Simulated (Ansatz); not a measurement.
# F in Ansatz, settings compared

The command:

```bash
ansatz run input.yaml --threads 1 --pin off --max-ram 2560MiB --backend cpu --events-out ev --progress --plain --runs-dir out
```

The input file (Ansatz 0.2.0, plane waves):

```yaml
crystal:
  lattice:
    - [1.258931, 2.18053, 0.0]
    - [-1.258931, 2.18053, 0.0]
    - [0.0, 0.0, 8.153695]
  atoms:
    - { symbol: F, position: [0.0, 0.0, 0.0] }
    - { symbol: F, position: [0.0, 0.0, 0.5] }
    - { symbol: F, position: [0.33333, 0.33334, 0.75] }
    - { symbol: F, position: [0.66666, 0.66667, 0.25] }
  symmetry: { tolerance: 0.0003 }
kpoints:
  mp_grid: { grid: [8, 8, 3], shift: [0, 0, 0] }
magnetization:
  spin_polarized: false
scf:
  occupations: { method: methfessel_paxton, width: 0.0232 }
hamiltonian:
  pseudopotentials: { kind: paw }
  xc: pbe
basis:
  ecutwfc: 420
output:
  forces: true
  stress: true
  eigenvalues: true
```

Origin of the cell: a known structure type with other elements, at an estimated volume, so it need not be a known compound.

Output of this run (shortened):

```
Warning: the atoms were moved onto the symmetric positions of the space group found under crystal.symmetry.tolerance 3.0e-4 (fractional; no operation is sought that the atoms, as they stand i […]
Pseudopotentials: kind: paw
Pseudopotential: F, paw, valence charge 7, recommended cutoff 420 eV (normal), F.paw.azcp
Functional definition: PBE
  exchange = pbe_x(kappa = kappa, mu = beta*pi^2/3)
  correlation = pbe_c(beta = beta)
Crystal: 4 atoms, lattice volume = 44.766 Å³
Basis set: ecut = 420 eV, 873 PW (Γ), exchange–correlation on 36×36×120 points (8 copies of the dense FFT grid, shifted against one another)
Bands: 18, of which v1, the nominal top of the filled ones, is band 14 counted from 1 (13 counted from 0)
Symmetry: 24 space group operations
Space group: P63/mmc (ITA 194), of the structure as read, at distance tolerance 1.1e-3 Å
k-points: 20 of 192
[… 2 lines left out …]
Initial density: superposition of atomic densities (neutral atoms: chi_scale 0, normalization atom), corrected by the library's trained network
Functional: x = pbe(κ = 0.804, μ = 0.219515), c = pbe(β = 0.066725)
SCF iter   1: F=—  HF=-3217.938588 eV  Δρ=9.69e-3  dr2=3.63e-2
SCF iter   2: F=—  HF=-3217.935794 eV  S|Δr|=    0.00e0  Δρ=1.33e-2  dr2=3.16e-2  defer=9
SCF iter   3: F=—  HF=-3217.934340 eV  S|Δr|=    0.00e0  Δρ=3.96e-3  dr2=4.98e-3  defer=9
SCF iter   4: F=—  HF=-3217.934477 eV  S|Δr|=    0.00e0  Δρ=3.36e-3  dr2=5.16e-3  defer=9
SCF iter   5: F=—  HF=-3217.934377 eV  S|Δr|=    0.00e0  Δρ=1.50e-3  dr2=1.01e-3  defer=9
SCF iter   6: F=—  HF=-3217.934392 eV  S|Δr|=    0.00e0  Δρ=4.10e-4  dr2=8.86e-5  defer=9
SCF iter   7: F=—  HF=-3217.934352 eV  S|Δr|=    0.00e0  Δρ=2.37e-4  dr2=2.37e-5  defer=9
SCF iter   8: F=—  HF=-3217.934353 eV  S|Δr|=    0.00e0  Δρ=3.90e-5  dr2=4.88e-7  defer=9
SCF iter   9: F=—  HF=-3217.934354 eV  S|Δr|=    0.00e0  Δρ=2.04e-5  dr2=1.01e-7
SCF iter  10: F=-3217.934354 eV  HF=-3217.934354 eV  S|Δr|=    0.00e0  Δρ=8.16e-7  dr2=1.63e-10
SCF 1 converged in 10 iterations: F = -3217.934354 eV  dr2 = 1.63e-10
SCF converged after 10 iterations
Stability not checked: this state was not tested for a lower state beside it, because cold or Methfessel-Paxton smearing, or corrected tetrahedra, fill the levels in a way that the test cannot read (fill_not_monotonic; […]
Free energy (F): -3217.934354 eV
Harris-Foulkes:  -3217.934354 eV  (|F-HF|=2.31e-10)
Internal energy: -3217.932529 eV  (E = F + TS)
E sigma→0 (E₀):  -3217.933898 eV
Entropy (-TS):   -0.001825 eV (-0.456 meV/atom)
Fermi energy:    -2.135376 eV
--- Per-component energies (eV) ---
  E_band       = -243.565912
  E_kinetic    = 795.861571
  E_local      = -2084.491772  (includes V_loc(G=0)·N_el)
  E_nonlocal   = 296.160392
  E_hartree    = 698.318236
  E_xc         = -307.889568
  E_vxc        = -393.941855  (∫ρ·V_xc dr)
  E_paw        = -793.790655  (= ΣΔE_a)
  E_vpaw       = -253.798643  (= ΣTr[D̂ρ^β])
  E_aug_tail   = 0.007892  (compensation charges beyond the density's cutoff)
  E_ewald      = -1822.108624
  E_smearing   = -0.001825  (= −TS)
  Σ components = -3217.934354   (vs F -3217.934354, Δ=0.00e0)
--- Forces (eV/Å), atoms counted from 1 ---
  atom   1  F      0.000000    -0.000000     0.000000
  atom   2  F      0.000000     0.000000     0.000000
  atom   3  F      0.000000     0.000000     0.000000
  atom   4  F     -0.000000    -0.000000     0.000000
  max |Σ_I F_I| component: 0.0 eV/Å
--- Stress (GPa, compression-positive) ---
       -3.424274       0.000000       0.000000
        0.000000      -3.424274       0.000000
        0.000000       0.000000      -4.602651
  P = ⅓ Tr σ = -3.8171 GPa (-38.171 kbar)
```

The same input was run again with these changes:

1. `basis.ecutwfc` 420 → "58.8 Ry"
2. `basis.ecutwfc` 420 → "700 eV"
3. `magnetization` { spin_polarized: false } → { spin_polarized: true } (starts: flip); typed moments: none
4. `kpoints.mp_grid.shift` [0, 0, 0] → [0.5, 0.5, 0.5]

```json
{"run": "base", "end": "converged", "SCF iterations": "10", "P (GPa)": "-3.82", "max force component (eV/Å)": "0.000", "moment (μB)": "–", "ΔE(σ→0) (meV/atom)": "0"}
{"run": "1", "end": "converged", "SCF iterations": "9", "P (GPa)": "-3.82", "max force component (eV/Å)": "0.000", "moment (μB)": "–", "ΔE(σ→0) (meV/atom)": "-6.75"}
{"run": "2", "end": "converged", "SCF iterations": "9", "P (GPa)": "-3.82", "max force component (eV/Å)": "0.000", "moment (μB)": "–", "ΔE(σ→0) (meV/atom)": "-6.46"}
{"run": "3", "end": "converged", "SCF iterations": "14", "P (GPa)": "-1.26", "max force component (eV/Å)": "0.000", "moment (μB)": "4.00", "ΔE(σ→0) (meV/atom)": "-329.13"}
{"run": "4", "end": "converged", "SCF iterations": "9", "P (GPa)": "-3.93", "max force component (eV/Å)": "0.027", "moment (μB)": "–", "ΔE(σ→0) (meV/atom)": "-3.83"}
```

Energies are compared only where functional, datasets, charge and starting cell are the same.

Caveats of the base run: no spin, though holes on the anions or broken bonds may carry moments; the k mesh is coarse if the cell is a metal.

Run 3: one start, so the magnetic state may not be the lowest; spin is on but no moment was typed.
Run 4: the k mesh keeps only part of the crystal's symmetry.

The base run ran for 0.62 s on 1 thread of Intel(R) Xeon(R) Platinum 8559C (Emerald Rapids), on a shared host, peak memory 0.4 GiB, from the program's own first density.
